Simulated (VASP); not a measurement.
Write the native input for VASP 6.6.1 that does the following.

* Task: relaxation of cell and atoms
* Functional: rSCAN
* Potentials or basis: VASP PAW PBE potentials, release 64 (Li_sv)
* Cutoff: 600 eV
* k mesh: 10 × 10 × 5
* Occupations: methfessel-paxton, width 0.1 eV
* Spin: no spin polarisation
* Further INCAR settings: ALGO = Normal; EDIFF = 1e-07; IBRION = 2; EDIFFG = -0.01; NSW = 60; ISIF = 3

The structure of Li lies in POSCAR:

```
Li
1.0
    3.1110000000      0.0000000000      0.0000000000
   -1.5555000000      2.6942050312      0.0000000000
    0.0000000000      0.0000000000      5.0930000000
Li
2
Direct
    0.6666666667      0.3333333333      0.7500000000
    0.3333333333      0.6666666667      0.2500000000
```

This isn't the form of Li at room conditions, which is bcc.

The input as run:

INCAR

```
  ALGO = Normal
  EDIFF = 1E-7
  EDIFFG = -0.01
  ENCUT = 600
  IBRION = 2
  ISIF = 3
  ISMEAR = 1
  LASPH = T
  LCHARG = F
  LMIXTAU = T
  LREAL = F
  LWAVE = F
  METAGGA = RSCAN
  NELM = 80
  NSW = 60
  PREC = Accurate
  SIGMA = 0.1
```

KPOINTS

```
k-points
0
Gamma
  10 10 5
```

Potentials or basis: VASP PAW PBE potentials, release 64 (Li_sv).

Run with:

```console
$ cat potpaw_PBE.64/Li_sv/POTCAR > POTCAR
$ mpirun -np 1 vasp_std > vasp.out
```

Results of the run:

```yaml
Relaxed_volume: 20.22 Å³/atom
Relaxed_cell: a = 3.055 Å, b = 3.055 Å, c = 5.004 Å, α = 90.00°, β = 90.00°, γ = 120.00°
Space_group_after_relaxing_to_0.05_Å: P6_3/mmc (No. 194)
Energy_gained_by_relaxing: 0.7 meV/atom
Ionic_steps: 5
Pressure_after_relaxing: 0.0 GPa
Band_gap_on_the_k_mesh: none (metal or under the smearing width)
```

Caveat: the cutoff is under 1.25 times the usual one of these potentials, so pressure, stress and relaxed cells hold a basis-set (Pulay) error; the PAW data sets were made with another functional, which shifts forces and pressure a little.

Run time: 7.3 min on 1 thread of Intel(R) Xeon(R) Platinum 8259CL CPU @ 2.50GHz (Skylake/Cascade Lake) (shared host), peak memory 0.18 GiB.
